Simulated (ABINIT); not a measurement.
Runs of ABINIT 10.8.3 (patched build) on MgS (Niningerite). It takes space group Fm-3m (No. 225, cubic). Conventional cell: a = 5.203 Å, b = 5.203 Å, c = 5.203 Å, α = 90.00°, β = 90.00°, γ = 90.00°. S (site symmetry m-3m) has 6 Mg at 2.60 Å as nearest neighbours. Mg (site symmetry m-3m) has 6 S at 2.60 Å as nearest neighbours. 

```csv
task,level,potentials or basis,k mesh,cutoff (eV),smearing,most SCF steps,thinning of the exchange mesh (fockdownsampling),dielectric constant that sets the share,fine-grid cutoff,stop of the response cycle (tolvrs),gap on the mesh (eV),pressure (GPa)
single point,PBE-EpsX,SPMS NC PBE v1.0,6 × 6 × 6,707,fixed,60,2 × 2 × 2,5.45794,-,-,(a),-
single point,PBE,PseudoDojo NC SR PBE v0.4.1 standard,7 × 7 × 7,1088,fermi-dirac 0.05 eV,-,-,-,-,-,3.00,1.1
single point,PBE,JTH PAW PBE v2.0,9 × 9 × 9,544,fermi-dirac 0.05 eV,-,-,-,1088.46 eV,-,2.91,1.1
dielectric tensor,PBE,PseudoDojo NC SR PBE v0.4.1 standard,"4 × 4 × 4, with 4 shifts",1088,fixed,-,-,-,-,1e-10,-,1.1
```

Alike in all rows: no spin polarisation; cell as given.

Problem. Estimate the missing entries.

Solution. (a) 4.11.

Caveats: an odd mesh through Γ misses points on the zone boundary, where band edges often lie (some runs); exact exchange is summed on a coarse mesh, which widens gaps by tenths of an eV (some runs); the potentials were made for another functional, which shifts forces and pressure (some runs).

Not every run made on this cell is shown here.
